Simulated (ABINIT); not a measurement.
# Hg (I4/mmm) in ABINIT: equation of state

How stiff is Hg in PBE, and what volume does it want? The cell is scaled to several volumes.

All numbers are computed with ABINIT 10.8.3 (patched build); they aren't measurements. Logs are shortened: lines on timing, memory, paths and dates and some standing lists are left out, and cuts for length are marked. The log counts tension as positive stress, the text compression.

## Step 1: Starting point

The structure is tetragonal, space group I4/mmm (No. 139). Conventional cell: a = 3.753 Å, b = 3.753 Å, c = 3.834 Å, α = 90.00°, β = 90.00°, γ = 90.00°. Around Hg (site symmetry 4/mmm) lie 12 Hg at 3.27 to 3.75 Å.

## Step 2: Equation of state, PBE

run.abi reads:

```
ndtset 7
getwfk -1
scalecart1 3*0.9795861087
scalecart2 3*0.9864848297
scalecart3 3*0.9932883884
scalecart4 3*1.0000000000
scalecart5 3*1.0066227096
scalecart6 3*1.0131594038
scalecart7 3*1.0196128224

pp_dirpath "./"
pseudos "Hg.GGA_PBE-JTH.xml"

acell 3.2739232572 3.2739232572 3.2739232572 Angstrom
rprim
    -0.5732377603     0.5732377603     0.5854886338
     0.5732377603    -0.5732377603     0.5854886338
     0.5732377603     0.5732377603    -0.5854886338
ntypat 1
znucl 80
natom 1
typat 1
xred
     0.5000000000     0.5000000000     0.0000000000

ecut 517.016339 eV
pawecutdg 38.0

kptopt 1
ngkpt 10 10 10
nshiftk 1
shiftk 0.0 0.0 0.0

ixc 11

nband 10
occopt 3
tsmear 0.00183747

nstep 100
tolvrs 1.0e-9

iomode 3
prtwf 1
prtden 0
prteig 0
prtebands 0
enunit 2
```

Potentials or basis: JTH PAW PBE v2.0.

On the command line:

```console
abinit run.abi > log 2>&1
```

run.abo:

```text
.Version 10.8.3 of ABINIT
 DATASET    1 : space group I4/m m m (#139); Bravais tI (body-center tetrag.)
================================================================================
 Values of the parameters that define the memory need for DATASET  1.
     intxc =       0    ionmov =       0      iscf =      17    lmnmax =      18
     lnmax =       6     mgfft =      24  mpssoang =       3    mqgrid =    3001
     natom =       1  nloc_mem =       2    nspden =       1   nspinor =       1
    nsppol =       1      nsym =      16    n1xccc =       1    ntypat =       1
    occopt =       3   xclevel =       2
       mpw =         695          nfft =       13824          nkpt =         102
 PAW method is used; the additional fine FFT grid is defined by:
   mgfftf=        36    nfftf =     46656
================================================================================
================================================================================
[... 71 lines left out ...]
 DATASET    7 : space group I4/m m m (#139); Bravais tI (body-center tetrag.)
================================================================================
 Values of the parameters that define the memory need for DATASET  7.
     intxc =       0    ionmov =       0      iscf =      17    lmnmax =      18
     lnmax =       6     mgfft =      27  mpssoang =       3    mqgrid =    3001
     natom =       1  nloc_mem =       2    nspden =       1   nspinor =       1
    nsppol =       1      nsym =      16    n1xccc =       1    ntypat =       1
    occopt =       3   xclevel =       2
       mpw =         776          nfft =       19683          nkpt =         102
 PAW method is used; the additional fine FFT grid is defined by:
   mgfftf=        36    nfftf =     46656
================================================================================
================================================================================

--------------------------------------------------------------------------------
------------- Echo of variables that govern the present computation ------------
--------------------------------------------------------------------------------
 -outvars: echo values of preprocessed input variables --------
            acell      6.1868183133E+00  6.1868183133E+00  6.1868183133E+00 Bohr
              amu      2.00590000E+02
             ecut      1.90000000E+01 Hartree
           enunit           2
           getwfk          -1
                       outvar_i_n : Printing only first  50 k-points.
              ixc          11
           jdtset        1    2    3    4    5    6    7
                       outvar_i_n : Printing only first  50 k-points.
         kptrlatt       10    0    0      0   10    0      0    0   10
          kptrlen1     6.06052128E+01
          kptrlen2     6.10320241E+01
          kptrlen3     6.14529479E+01
          kptrlen4     6.18681831E+01
          kptrlen5     6.22779181E+01
          kptrlen6     6.26823315E+01
          kptrlen7     6.30815928E+01
            natom           1
[... 58 lines left out ...]
            xcart4    -4.9812629820E-17 -4.9812629820E-17  3.6223118019E+00
            xcart5    -1.4634770799E-17  3.3104216265E-17  3.6463013210E+00
            xcart6     2.9194748503E-17  2.9194748503E-17  3.6699792655E+00
            xcart7     4.9354463079E-17  4.9354463079E-17  3.6933555599E+00
             xred      5.0000000000E-01  5.0000000000E-01 -1.1343660114E-17
            znucl       80.00000

================================================================================

 chkinp: Checking input parameters for consistency, jdtset=   1.

 chkinp: Checking input parameters for consistency, jdtset=   2.
[... 40 lines left out ...]
 getcut: wavevector=  0.0000  0.0000  0.0000  ngfft=  36  36  36
         ecut(hartree)=     38.000   => boxcut(ratio)=   2.14103

--- Pseudopotential description ------------------------------------------------
- pspini: atom type   1  psp file is ./Hg.GGA_PBE-JTH.xml
 Pseudopotential format is: paw10
 basis_size (lnmax)=  6 (lmn_size= 18), orbitals=   0   0   1   1   2   2
 Spheres core radius: rc_sph= 2.40020299
 Shapefunction is SIN type: shapef(r)=[sin(pi*r/rshp)/(pi*r/rshp)]**2
 Radius for shape functions =  2.25617906
 Compensation charge density is not taken into account in XC energy/potential

   5.13271360E+02                                ecore*ucvol(ha*bohr**3)
--------------------------------------------------------------------------------

[... 1260 lines left out ...]
-Cartesian components of stress tensor (GPa)         [Pressure=  4.3466E-01 GPa]
- sigma(1 1)= -4.29615159E-01  sigma(3 2)=  0.00000000E+00
- sigma(2 2)= -4.29615159E-01  sigma(3 1)=  0.00000000E+00
- sigma(3 3)= -4.44746885E-01  sigma(2 1)=  0.00000000E+00

== END DATASET(S) ==============================================================
================================================================================

 -outvars: echo values of variables after computation  --------
            acell      6.1868183133E+00  6.1868183133E+00  6.1868183133E+00 Bohr
           etotal1    -4.2219254153E+01
           etotal2    -4.2219573504E+01
           etotal3    -4.2219830033E+01
           etotal4    -4.2220037362E+01
           etotal5    -4.2220200489E+01
           etotal6    -4.2220320568E+01
           etotal7    -4.2220400086E+01
            fcart1    -0.0000000000E+00 -0.0000000000E+00 -0.0000000000E+00
            fcart2    -0.0000000000E+00 -0.0000000000E+00 -0.0000000000E+00
            fcart3    -0.0000000000E+00 -0.0000000000E+00 -0.0000000000E+00
            fcart4    -0.0000000000E+00 -0.0000000000E+00 -0.0000000000E+00
            fcart5    -0.0000000000E+00 -0.0000000000E+00 -0.0000000000E+00
            fcart6    -0.0000000000E+00 -0.0000000000E+00 -0.0000000000E+00
            fcart7    -0.0000000000E+00 -0.0000000000E+00 -0.0000000000E+00
            rprim1    -5.6153574697E-01  5.6153574697E-01  5.7353653247E-01
                       5.6153574697E-01 -5.6153574697E-01  5.7353653247E-01
                       5.6153574697E-01  5.6153574697E-01 -5.7353653247E-01
[... 24 lines left out ...]
           strten4    -4.6210191848E-05 -4.6210191848E-05 -5.2793028519E-05
                       0.0000000000E+00  0.0000000000E+00  0.0000000000E+00
           strten5    -3.5617829101E-05 -3.5617829101E-05 -3.8460792660E-05
                       0.0000000000E+00  0.0000000000E+00  0.0000000000E+00
           strten6    -2.4538358093E-05 -2.4538358093E-05 -2.5760369395E-05
                       0.0000000000E+00  0.0000000000E+00  0.0000000000E+00
           strten7    -1.4602322467E-05 -1.4602322467E-05 -1.5116639355E-05
                       0.0000000000E+00  0.0000000000E+00  0.0000000000E+00
           xangst1    -2.0854467684E-17 -2.0854467684E-17  1.8777145925E+00
           xangst2     1.6533604724E-17  4.5991909337E-17  1.8909383704E+00
           xangst3    -1.8473859963E-17 -1.8473859963E-17  1.9039797369E+00
           xangst4    -2.6359708498E-17 -2.6359708498E-17  1.9168448550E+00
           xangst5    -7.7443871885E-18  1.7517996820E-17  1.9295395618E+00
           xangst6     1.5449195576E-17  1.5449195576E-17  1.9420693905E+00
           xangst7     2.6117257100E-17  2.6117257100E-17  1.9544395927E+00
             xred      5.0000000000E-01  5.0000000000E-01 -1.1343660114E-17
 Calculation completed.
```

Run time: 2.3 min. Hardware: 1 thread of Arm Neoverse V2, shared host; peak memory 0.15 GiB.

Results:

| Quantity | Value |
| --- | --- |
| Equilibrium volume | 29.74 Å³/atom (rough: see the caveat) |
| Bulk modulus at fixed shape and positions | 12.4 GPa (rough) |

Energy against volume, from the lowest point:
```tsv
volume (Å³/atom)	energy (meV/atom)
25.385	31.18
25.925	22.49
26.465	15.51
27.006	9.87
27.546	5.43
28.086	2.16
28.626	0.00
```

Caveat: pressures at fixed basis lie under the slope of the energies; the minimum lies outside the volumes run; the cell was scaled at fixed shape and fractional positions, which overstates the stiffness of a crystal with free parameters, most of all of layers and chains.
